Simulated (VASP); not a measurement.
# BeS in VASP: one cell, several levels of theory, part 2 of 2

The system is BeS in the rocksalt structure, a generated structure that needn't be the ground state.

VASP 6.6.1, plane waves, PAW.

## 3. r2SCAN

Contents of INCAR:

```
ENCUT = 520.000000
SIGMA = 0.010000
EDIFF = 1.00e-07
ALGO = Normal
METAGGA = R2SCAN
PREC = Accurate
IBRION = -1
ISIF = 2
ISMEAR = 0
NBANDS = 11
NELM = 120
NSW = 0
LASPH = .TRUE.
LCHARG = .FALSE.
LWAVE = .FALSE.
LREAL = .FALSE.
```

Contents of KPOINTS:

```
KPOINTS created by Atomic Simulation Environment
0
Gamma
10 10 10
0 0 0
```

Contents of KPOINTS_OPT:

```
special points
8
Reciprocal
0.0000000000 0.0000000000 0.0000000000 1
0.5000000000 0.0000000000 0.5000000000 1
0.6250000000 0.2500000000 0.6250000000 1
0.3750000000 0.3750000000 0.7500000000 1
0.5000000000 0.5000000000 0.5000000000 1
0.5000000000 0.2500000000 0.7500000000 1
0.0000000000 0.1484380000 -0.1510420000 1
0.0000000000 0.5000000000 0.5000000000 1
```

Contents of POSCAR:

```
Be S
 1.0000000000000000
     0.0000000000000000    2.3288836828999999    2.3288836828999999
     2.3288836828999999    0.0000000000000000    2.3288836828999999
     2.3288836828999999    2.3288836828999999    0.0000000000000000
 Be  S
   1   1
Cartesian
  0.0000000000000000  0.0000000000000000  0.0000000000000000
  2.3288836828999999  2.3288836828999999  2.3288836828999999
```

On the command line:

```console
> mpirun -np 1 vasp_std
```

Printed to the terminal (iteration lines stand in OSZICAR):

```text
POSCAR found type information on POSCAR BeS
 POSCAR found :  2 types and       2 ions
 -----------------------------------------------------------------------------
|                                                                             |
|                                                                             |
|     You enforced a specific xc type in the INCAR file but a different       |
|     I HOPE YOU KNOW WHAT YOU ARE DOING!                                     |
|                                                                             |
 -----------------------------------------------------------------------------

 LDA part: xc-table for (None), standard interpolation
 POSCAR, INCAR and KPOINTS ok, starting setup
 FFT: planning ... GRIDC
 FFT: planning ... GRID_SOFT
 FFT: planning ... GRID
 WAVECAR not read
 entering main loop
 Start KPOINTS_OPT (optional k-point list driver)
k-point batch [1-8\8]
```

OSZICAR:

```text
N       E                     dE             d eps       ncg     rms          rms(c)
DAV:   1     0.144312082339E+02    0.14431E+02   -0.41395E+03  1034   0.658E+02
DAV:   2    -0.139410901642E+02   -0.28372E+02   -0.26888E+02  1362   0.117E+02
DAV:   3    -0.150998398340E+02   -0.11587E+01   -0.11552E+01  1323   0.232E+01
DAV:   4    -0.151057007966E+02   -0.58610E-02   -0.58592E-02  1285   0.196E+00
DAV:   5    -0.151057367544E+02   -0.35958E-04   -0.35957E-04  1353   0.149E-01    0.644E+00
DAV:   6    -0.135092712219E+02    0.15965E+01   -0.42781E-01  1164   0.422E+00    0.536E+00
DAV:   7    -0.135432781775E+02   -0.34007E-01   -0.81090E-02  1293   0.195E+00    0.188E+00
DAV:   8    -0.135495570697E+02   -0.62789E-02   -0.63239E-03  1220   0.643E-01    0.290E-01
DAV:   9    -0.135500663924E+02   -0.50932E-03   -0.12305E-03  1186   0.272E-01    0.240E-01
DAV:  10    -0.135500779185E+02   -0.11526E-04   -0.46694E-05  1226   0.701E-02    0.987E-02
DAV:  11    -0.135500770694E+02    0.84909E-06   -0.25372E-05  1217   0.221E-02    0.103E-02
DAV:  12    -0.135500774271E+02   -0.35769E-06   -0.15238E-06  1250   0.102E-02    0.108E-03
DAV:  13    -0.135500773903E+02    0.36778E-07   -0.77067E-08  1092   0.248E-03
   1 F= -.13550077E+02 E0= -.13550077E+02  d E =-.176560E-42
       N       E                     dE             ncg
DAV:   1     0.620523457942E+03   -0.20614E+04      176
DAV:   2     0.383460430303E+03   -0.23706E+03      263
DAV:   3     0.374402923000E+03   -0.90575E+01      231
DAV:   4     0.374355712269E+03   -0.47211E-01      235
DAV:   5     0.374355467556E+03   -0.24471E-03      217
DAV:   6     0.374355465000E+03   -0.25565E-05      251
DAV:   7     0.374355464994E+03   -0.56004E-08      239
```

Parts of OUTCAR:

```text
k-points           NKPTS =     47   k-points in BZ     NKDIM =     47   number of bands    NBANDS=     11

   NELECT =       8.0000    total number of electrons

   dimension x,y,z NGX =    24 NGY =   24 NGZ =   24
   dimension x,y,z NGXF=    48 NGYF=   48 NGZF=   48

  energy-cutoff  :      520.00
  volume of cell :       25.26
      direct lattice vectors                 reciprocal lattice vectors
     0.000000000  2.328883683  2.328883683    -0.214695136  0.214695136  0.214695136
     2.328883683  0.000000000  2.328883683     0.214695136 -0.214695136  0.214695136
     2.328883683  2.328883683  0.000000000     0.214695136  0.214695136 -0.214695136

 k-points in reciprocal lattice and weights: KPOINTS created by Atomic Simulation Env
   0.00000000  0.00000000  0.00000000       0.001
   0.10000000  0.00000000  0.00000000       0.008
   0.20000000  0.00000000  0.00000000       0.008
   0.30000000  0.00000000  0.00000000       0.008
   0.40000000  0.00000000  0.00000000       0.008
   0.50000000  0.00000000  0.00000000       0.004
   0.10000000  0.10000000  0.00000000       0.006
   0.20000000  0.10000000  0.00000000       0.024
[... 39 more k-points ...]

 E-fermi :   6.3052

 k-point     1 :       0.0000    0.0000    0.0000
  band No.  band energies     occupation
      1      -9.3569      2.00000
      2       5.9898      2.00000
      3       5.9898      2.00000
      4       5.9898      2.00000
      5      12.2774      0.00000
      6      15.6607      0.00000
      7      15.6607      0.00000
      8      15.6607      0.00000
      9      16.8313      0.00000
     10      16.8313      0.00000
     11      16.8313      0.00000

 k-point     2 :       0.1000    0.0000    0.0000
  band No.  band energies     occupation
      1      -9.2046      2.00000
      2       5.0646      2.00000
      3       5.9445      2.00000
      4       5.9445      2.00000
      5      12.6832      0.00000
      6      15.1557      0.00000
      7      15.1557      0.00000
      8      15.3106      0.00000
      9      16.2647      0.00000
     10      16.2647      0.00000
     11      17.2371      0.00000

 k-point     3 :       0.2000    0.0000    0.0000
  band No.  band energies     occupation
      1      -8.7645      2.00000
      2       3.1501      2.00000
      3       5.8470      2.00000
      4       5.8470      2.00000
      5      12.4642      0.00000
      6      13.4097      0.00000
      7      13.4097      0.00000
      8      16.0693      0.00000
      9      17.3433      0.00000
     10      17.3433      0.00000
     11      17.7285      0.00000

 k-point     4 :       0.3000    0.0000    0.0000
  band No.  band energies     occupation
      1      -8.1012      2.00000
      2       1.1572      2.00000
      3       5.7675      2.00000
      4       5.7675      2.00000
      5      11.7574      0.00000
      6      11.9945      0.00000
      7      11.9945      0.00000
      8      17.0135      0.00000
      9      18.9388      0.00000
     10      19.0834      0.00000
     11      19.0834      0.00000

 k-point     5 :       0.4000    0.0000    0.0000
  band No.  band energies     occupation
      1      -7.3942      2.00000
      2      -0.4219      2.00000
      3       5.7366      2.00000
      4       5.7366      2.00000
      5      11.0818      0.00000
      6      11.0818      0.00000
      7      11.2490      0.00000
      8      17.2528      0.00000
      9      21.0934      0.00000
     10      21.1747      0.00000
     11      21.1747      0.00000

 k-point     6 :       0.5000    0.0000    0.0000
  band No.  band energies     occupation
      1      -7.0495      2.00000
      2      -1.0672      2.00000
      3       5.7334      2.00000
      4       5.7334      2.00000
      5      10.7636      0.00000
      6      10.7636      0.00000
      7      11.0723      0.00000
      8      17.2997      0.00000
      9      22.5325      0.00000
     10      22.5325      0.00000
     11      23.2222      0.00000

 k-point     7 :       0.1000    0.1000    0.0000
  band No.  band energies     occupation
      1      -9.1533      2.00000
      2       5.3852      2.00000
      3       5.5875      2.00000
      4       5.5875      2.00000
      5      13.0690      0.00000
      6      13.9384      0.00000
      7      14.8382      0.00000
      8      15.8533      0.00000
      9      15.8533      0.00000
     10      17.7554      0.00000
     11      17.7554      0.00000

 k-point     8 :       0.2000    0.1000    0.0000
  band No.  band energies     occupation
      1      -8.8070      2.00000
      2       3.8160      2.00000
      3       5.2579      2.00000
      4       5.6616      2.00000
      5      12.3506      0.00000
      6      13.4021      0.00000
      7      14.6863      0.00000
      8      15.1585      0.00000
      9      16.5161      0.00000
     10      18.2884      0.00000
     11      18.6464      0.00000

 k-point     9 :       0.3000    0.1000    0.0000
  band No.  band energies     occupation
      1      -8.2109      2.00000
      2       1.8578      2.00000
      3       5.0701      2.00000
      4       5.5307      2.00000
      5      11.1903      0.00000
      6      12.7719      0.00000
      7      13.6713      0.00000
      8      15.9256      0.00000
      9      17.3626      0.00000
     10      19.8554      0.00000
     11      19.9743      0.00000

 k-point    10 :       0.4000    0.1000    0.0000
  band No.  band energies     occupation
      1      -7.4947      2.00000
      2       0.1352      2.00000
      3       5.0826      2.00000
      4       5.2071      2.00000
      5      10.5622      0.00000
      6      12.2708      0.00000
      7      12.3952      0.00000
      8      17.5734      0.00000
      9      17.9556      0.00000
     10      21.7943      0.00000
     11      22.0049      0.00000

 k-point    11 :       0.5000    0.1000    0.0000
  band No.  band energies     occupation
      1      -6.9814      2.00000
      2      -0.8594      2.00000
      3       4.8386      2.00000
      4       5.2962      2.00000
      5      10.4592      0.00000
      6      11.5125      0.00000
      7      12.1002      0.00000
      8      17.7851      0.00000
      9      20.0638      0.00000
     10      22.6658      0.00000
     11      23.6120      0.00000

[... the tables of k-points 12 to 47 left out ...]

  Total       -0.2790908     -0.2790908     -0.2790908     -0.0000000      0.0000000     -0.0000000
  in kB      -17.7003863    -17.7003863    -17.7003863     -0.0000000      0.0000000     -0.0000000
  external PRESSURE =     -17.7003863 kB  Pullay stress =       0.0000000 kB

 POSITION                                       TOTAL-FORCE (eV/Angst)
 -----------------------------------------------------------------------------------
      0.00000      0.00000      0.00000        -0.000000     -0.000000     -0.000000
      2.32888      2.32888      2.32888         0.000000      0.000000      0.000000
 -----------------------------------------------------------------------------------
    total drift:                               -0.000000     -0.000000      0.000000

  FREE ENERGIE OF THE ION-ELECTRON SYSTEM (eV)
  ---------------------------------------------------
  free  energy   TOTEN  =       -13.5500773903 eV

  energy  without entropy=      -13.5500773903  energy(sigma->0) =      -13.55007739
```

Hardware: 1 MPI rank of Intel Xeon Platinum 8488C, shared host.

The levels at the points of KPOINTS_OPT are read from vasprun.xml.

Near the gap, in eV above the top of the last filled band v; c is the band after it:

| point | v−1 | v | c | c+1 |
| --- | --- | --- | --- | --- |
| Γ | -0.28 | -0.28 | 6.01 | 9.39 |
| X | -3.20 | -3.20 | 1.32 | 4.91 |
| U | -5.21 | -2.50 | 2.68 | 8.13 |
| K | -5.21 | -2.50 | 2.68 | 8.13 |
| L | -0.54 | -0.54 | 4.49 | 4.49 |
| W | -5.45 | -3.99 | 5.31 | 6.20 |

The r2SCAN gap is 1.32 eV and indirect ((0.00, 0.15, -0.15) to X), with 4.52 eV as the least direct one. Pressure: -1.77 GPa; the forces vanish within 0.01 eV/Å.

## 4. What came out

The summary covers parts 1 to 2.

```
 level  gap (eV)  pressure (GPa)  Ansatz: gap (eV)  Ansatz: pressure (GPa)
   PBE      0.96           -1.99              0.96                   -1.90
r2SCAN      1.32           -1.77              1.32                   -1.64
```

**Reading.** The gap spans 0.96 eV (PBE) to 1.32 eV (r2SCAN). The two programs agree on the gap within 0.02 eV, far less than the spread between functionals. The two codes have different PAW datasets and cutoffs.
